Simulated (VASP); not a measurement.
# SnSe2 (Fm-3m) in VASP: settings compared

Aim: see how the results for SnSe2 move with the level of theory and the settings. Levels: PBE, r2SCAN, HSE06. Tasks: single point, relaxation of cell and atoms.

All numbers are computed with VASP 6.6.1; they aren't measurements. Logs are shortened: lines on timing, memory, paths and dates and some standing lists are left out, and cuts for length are marked.

## Step 1: The crystal as given

It takes space group Fm-3m (No. 225, cubic). The conventional cell has a = 6.891 Å, b = 6.891 Å, c = 6.891 Å, α = 90.00°, β = 90.00°, γ = 90.00°. Sn (site symmetry m-3m) is surrounded by 8 Se at 2.98 Å. Se (site symmetry -43m) has 4 Sn at 2.98 Å as nearest neighbours.

The cell was built by a generator and needn't be a form met in nature.

## Step 2: Single point, PBE

INCAR

```
PREC = Accurate
ENCUT = 520
EDIFF = 1E-6
ISMEAR = -1
SIGMA = 0.02
LREAL = F
LASPH = T
NELM = 100
ALGO = Fast
ISIF = 2
LWAVE = F
LCHARG = F
GGA = PE
NBANDS = 20
```

KPOINTS

```
Automatic mesh
0
Gamma
  6 6 6
```

POSCAR

```
SnSe2
1.0
    0.0000000000      3.4455627440      3.4455627440
    3.4455627440      0.0000000000      3.4455627440
    3.4455627440      3.4455627440      0.0000000000
Sn Se
1 2
Direct
    0.0000000000      0.0000000000      0.0000000000
    0.2500000000      0.2500000000      0.2500000000
    0.7500000000      0.7500000000      0.7500000000
```

Potentials or basis: VASP PAW PBE potentials, release 64 (Sn_d, Se).

Command:

```console
cat potpaw_PBE.64/Sn_d/POTCAR potpaw_PBE.64/Se/POTCAR > POTCAR
mpirun -np 1 vasp_std > vasp.out
```

OUTCAR:

```text
PREC = Accurate
   ENCUT = 520
   EDIFF = 1E-6
   ISMEAR = -1
   LREAL = F
   LASPH = T
   NELM = 100
   ISIF = 2
   GGA = PE

 ion  position               nearest neighbor table
   1  0.000  0.000  0.000-   3 2.98   3 2.98   3 2.98   2 2.98   3 2.98   2 2.98   2 2.98   2 2.98

   2  0.250  0.250  0.250-   1 2.98   1 2.98   1 2.98   1 2.98
   3  0.750  0.750  0.750-   1 2.98   1 2.98   1 2.98   1 2.98

  LATTYP: Found a face centered cubic cell.
 ALAT       =     6.8911254880

  Lattice vectors:

 A1 = (   0.0000000000,   3.4455627440,   3.4455627440)
 A2 = (   3.4455627440,   0.0000000000,   3.4455627440)
 A3 = (   3.4455627440,   3.4455627440,   0.0000000000)

Analysis of symmetry for initial positions (statically):
=====================================================================
 Subroutine PRICEL returns:
 Original cell was already a primitive cell.

 Routine SETGRP: Setting up the symmetry group for a
 face centered cubic supercell.

 Subroutine GETGRP returns: Found 48 space group operations
 (whereof 48 operations were pure point group operations)
 out of a pool of 48 trial point group operations.

The static configuration has the point symmetry O_h .

Analysis of symmetry for dynamics (positions and initial velocities):
=====================================================================
 Subroutine PRICEL returns:
 Original cell was already a primitive cell.

 Routine SETGRP: Setting up the symmetry group for a
 face centered cubic supercell.

 Subroutine GETGRP returns: Found 48 space group operations
 (whereof 48 operations were pure point group operations)
 out of a pool of 48 trial point group operations.

The dynamic configuration has the point symmetry O_h .

 Subroutine INISYM returns: Found 48 space group operations
 (whereof 48 operations are pure point group operations),
 and found     1 'primitive' translations

----------------------------------------------------------------------------------------

                                     Primitive cell

  volume of cell :      81.8108

  direct lattice vectors                    reciprocal lattice vectors
     0.000000000  3.445562744  3.445562744    -0.145114176  0.145114176  0.145114176
     3.445562744  0.000000000  3.445562744     0.145114176 -0.145114176  0.145114176
     3.445562744  3.445562744  0.000000000     0.145114176  0.145114176 -0.145114176

  length of vectors
     4.872761563  4.872761563  4.872761563     0.251345127  0.251345127  0.251345127

  position of ions in fractional coordinates (direct lattice)
     0.000000000  0.000000000  0.000000000
     0.250000000  0.250000000  0.250000000
     0.750000000  0.750000000  0.750000000

  ion indices of the primitive-cell ions
   primitive index   ion index
                 1           1
                 2           2
                 3           3

----------------------------------------------------------------------------------------

 KPOINTS: Automatic mesh

Automatic generation of k-mesh.
 Grid dimensions read from file:
 generate k-points for:    6    6    6

 Generating k-lattice:

  Cartesian coordinates                     Fractional coordinates (reciprocal lattice)
    -0.024185696  0.024185696  0.024185696     0.166666667  0.000000000  0.000000000
     0.024185696 -0.024185696  0.024185696     0.000000000  0.166666667  0.000000000
     0.024185696  0.024185696 -0.024185696     0.000000000  0.000000000  0.166666667

  Length of vectors
     0.041890854  0.041890854  0.041890854

  Shift w.r.t. Gamma in fractional coordinates (k-lattice)
     0.000000000  0.000000000  0.000000000

 Subroutine IBZKPT returns following result:
 ===========================================

 Found     16 irreducible k-points:

 Following reciprocal coordinates:
            Coordinates               Weight
  0.000000  0.000000  0.000000      1.000000
  0.166667  0.000000  0.000000      8.000000
  0.333333  0.000000  0.000000      8.000000
  0.500000  0.000000  0.000000      4.000000
  0.166667  0.166667  0.000000      6.000000
  0.333333  0.166667  0.000000     24.000000
[... 8 lines left out ...]
 -0.333333  0.333333  0.166667     24.000000
 -0.333333  0.500000  0.166667     12.000000
   k-points           NKPTS =     16   k-points in BZ     NKDIM =     16   number of bands    NBANDS=     20
   number of dos      NEDOS =    301   number of ions     NIONS =      3
   total plane-waves  NPLWV =  46656
   dimension x,y,z NGX =    36 NGY =   36 NGZ =   36
   dimension x,y,z NGXF=    72 NGYF=   72 NGZF=   72
   ions per type =               1   2
   NGX,Y,Z   is equivalent  to a cutoff of  12.28, 12.28, 12.28 a.u.
   NGXF,Y,Z  is equivalent  to a cutoff of  24.56, 24.56, 24.56 a.u.
 SYSTEM =  unknown system
   PREC   = accura    normal or accurate (medium, high low for compatibility)
   ISTART =      0    job   : 0-new  1-cont  2-samecut
   ICHARG =      2    charge: 1-file 2-atom 10-const
   ISPIN  =      1    spin polarized calculation?
   LNONCOLLINEAR =      F non collinear calculations
   LSORBIT =      F    spin-orbit coupling
   LASPH  =      T    aspherical Exc in radial PAW
   ENCUT  =  520.0 eV  38.22 Ry    6.18 a.u.   9.06  9.06  9.06*2*pi/ulx,y,z
   NELM   =    100;   NELMIN=  2; NELMDL= -5     # of ELM steps
   EDIFF  = 0.1E-05   stopping-criterion for ELM
   LREAL  =      F    real-space projection
   EDIFFG = 0.1E-04   stopping-criterion for IOM
   NSW    =      0    number of steps for IOM
   IBRION =     -1    ionic relax: 0-MD 1-quasi-New 2-CG
   NFREE  =      0    steps in history (QN), initial steepest desc. (CG)
   ISIF   =      2    stress and relaxation
   ISYM   =      2    0-nonsym 1-usesym 2-fastsym
   POTIM  = 0.5000    time-step for ionic-motion
   TEBEG  =    0.0;   TEEND  =   0.0 temperature during run
   PSTRESS=    0.0 pullay stress
   NELECT =      26.0000    total number of electrons
   NUPDOWN=      -1.0000    fix difference up-down
   EMIN   =  10.00;   EMAX   =-10.00  energy-range for DOS
   EFERMI =   0.00;   METHOD = LEGACY
   ISMEAR =    -1;   SIGMA  =   0.02  broadening in eV -4-tet -1-fermi 0-gaus
   EFERMI_NEDOS =   21; number of points for ismear=-14 and -15
   IALGO  =     68    algorithm
   IMIX   =      4    mixing-type and parameters
     AMIX     =   0.40;   BMIX     =  1.00
     AMIX_MAG =   1.60;   BMIX_MAG =  1.00
  volume/ion in A,a.u.               =      27.27       184.03
  Fermi-wavevector in a.u.,A,eV,Ry     =   1.117195  2.111193 16.981778  1.248125
  Thomas-Fermi vector in A             =   2.253816
   LORBIT       =      0    0 simple, 1 ext, 2 COOP (PROOUT), +10 PAW based schemes
   GGA     = PE    functional components
   LHFCALC =     F    Hartree Fock is set to
   AEXX    =    0.0000 exact exchange contribution
   IVDW    =     0    specifies the selected vdW correction
   LEPSILON=     F    determine dielectric tensor
   LRPA    =     F    only Hartree local field effects (RPA)
 non-spin polarized calculation
 RMM-DIIS sequential band-by-band and
  energy-cutoff  :      520.00
  volume of cell :       81.81
 maximum number of plane-waves:      2229
   NGX = 19   NGY = 19   NGZ = 19

 number of electron      25.9999991 magnetization

 Free energy of the ion-electron system (eV)
  ---------------------------------------------------
  ext. energy  EPLUGINS =         0.00000000
  ---------------------------------------------------
  free energy    TOTEN  =       -10.56073818 eV

  energy without entropy =      -10.55085494  energy(sigma->0) =      -10.55579656

 E-fermi :   4.1816     XC(G=0):  -9.3142

 val. band max:        4.1776211165   @ k =  -0.3333   0.3333   0.1667
 cond. band min:       4.2035517310   @ k =   0.5000   0.3333   0.1667
 fundamental gap:      0.0259306145
 Fermi energy:         4.1816302750

 k-point     1 :       0.0000    0.0000    0.0000
  band No.  band energies     occupation
      1     -17.1740      2.00000
      2     -17.1740      2.00000
      3     -17.1740      2.00000
      4     -17.1612      2.00000
      5     -17.1612      2.00000
      6      -9.6539      2.00000
[... 12 lines left out ...]
     19      10.2125      0.00000
     20      10.8129      0.00000

 k-point     2 :       0.1667    0.0000    0.0000
  band No.  band energies     occupation
      1     -17.1753      2.00000
      2     -17.1732      2.00000
      3     -17.1732      2.00000
      4     -17.1611      2.00000
      5     -17.1611      2.00000
      6      -9.4891      2.00000
[... 12 lines left out ...]
     19      10.8445      0.00000
     20      11.6515      0.00000

 k-point     3 :       0.3333    0.0000    0.0000
  band No.  band energies     occupation
      1     -17.1780      2.00000
      2     -17.1717      2.00000
      3     -17.1717      2.00000
      4     -17.1608      2.00000
      5     -17.1608      2.00000
      6      -9.0242      2.00000
[... 12 lines left out ...]
     19      12.0750      0.00000
     20      12.0750      0.00000

 k-point     4 :       0.5000    0.0000    0.0000
  band No.  band energies     occupation
      1     -17.1794      2.00000
      2     -17.1712      2.00000
      3     -17.1712      2.00000
      4     -17.1604      2.00000
      5     -17.1604      2.00000
      6      -8.4053      2.00000
[... 12 lines left out ...]
     19      11.9440      0.00000
     20      11.9440      0.00000

 k-point     5 :       0.1667    0.1667    0.0000
  band No.  band energies     occupation
      1     -17.1767      2.00000
      2     -17.1724      2.00000
      3     -17.1724      2.00000
      4     -17.1616      2.00000
      5     -17.1607      2.00000
      6      -9.4396      2.00000
[... 12 lines left out ...]
     19      11.2786      0.00000
     20      12.0082      0.00000
[... 169 lines left out ...]
      6      -8.5790      2.00000
[... 12 lines left out ...]
     19      11.8619      0.00000
     20      12.6807      0.00000

 k-point    14 :       0.5000    0.3333    0.1667
  band No.  band energies     occupation
      1     -17.1790      2.00000
      2     -17.1722      2.00000
      3     -17.1693      2.00000
      4     -17.1618      2.00000
      5     -17.1601      2.00000
      6      -8.7206      2.00000
[... 12 lines left out ...]
     19      12.3572      0.00000
     20      13.1851      0.00000

 k-point    15 :      -0.3333    0.3333    0.1667
  band No.  band energies     occupation
      1     -17.1769      2.00000
      2     -17.1749      2.00000
      3     -17.1685      2.00000
      4     -17.1616      2.00000
      5     -17.1603      2.00000
      6      -8.2517      2.00000
[... 12 lines left out ...]
     19      12.7887      0.00000
     20      13.4381      0.00000

 k-point    16 :      -0.3333    0.5000    0.1667
  band No.  band energies     occupation
      1     -17.1806      2.00000
      2     -17.1719      2.00000
      3     -17.1674      2.00000
      4     -17.1622      2.00000
      5     -17.1598      2.00000
      6      -8.3952      2.00000
[... 12 lines left out ...]
     19      12.7977      0.00000
     20      12.8894      0.00000

------------------------ aborting loop because EDIFF is reached ----------------------------------------

  FORCE on cell =-STRESS in cart. coord.  units (eV):
  Direction    XX          YY          ZZ          XY          YZ          ZX
  --------------------------------------------------------------------------------------
  -------------------------------------------------------------------------------------
  Total       -0.0070333     -0.0070333     -0.0070333      0.0000000     -0.0000000     -0.0000000
  in kB       -0.1377394     -0.1377394     -0.1377394      0.0000000     -0.0000000     -0.0000000
  external PRESSURE =      -0.1377394 kB  Pullay stress =       0.0000000 kB

 VOLUME and BASIS-vectors are now :
 -----------------------------------------------------------------------------
  energy-cutoff  :      520.00
  volume of cell :       81.81
      direct lattice vectors                 reciprocal lattice vectors
     0.000000000  3.445562744  3.445562744    -0.145114176  0.145114176  0.145114176
     3.445562744  0.000000000  3.445562744     0.145114176 -0.145114176  0.145114176
     3.445562744  3.445562744  0.000000000     0.145114176  0.145114176 -0.145114176

 POSITION                                       TOTAL-FORCE (eV/Angst)
 -----------------------------------------------------------------------------------
      0.00000      0.00000      0.00000        -0.000000      0.000000     -0.000000
      1.72278      1.72278      1.72278         0.000000      0.000000      0.000000
      5.16834      5.16834      5.16834        -0.000000     -0.000000     -0.000000
 -----------------------------------------------------------------------------------
    total drift:                               -0.000000      0.000000      0.000000

  FREE ENERGIE OF THE ION-ELECTRON SYSTEM (eV)
  ---------------------------------------------------
  free  energy   TOTEN  =       -10.5607381752 eV

  energy  without entropy=      -10.5508549359  energy(sigma->0) =      -10.55579656
```

Wall time 18 s (1 thread of Intel Xeon Platinum 8559C (Emerald Rapids), shared host); peak memory 0.2 GiB.

Results:

- Free energy: -10.5607 eV
- Pressure: 0.0 GPa
- Band gap on the k mesh: none (metal or under the smearing width)

(Part 1 of 3 ends here.)
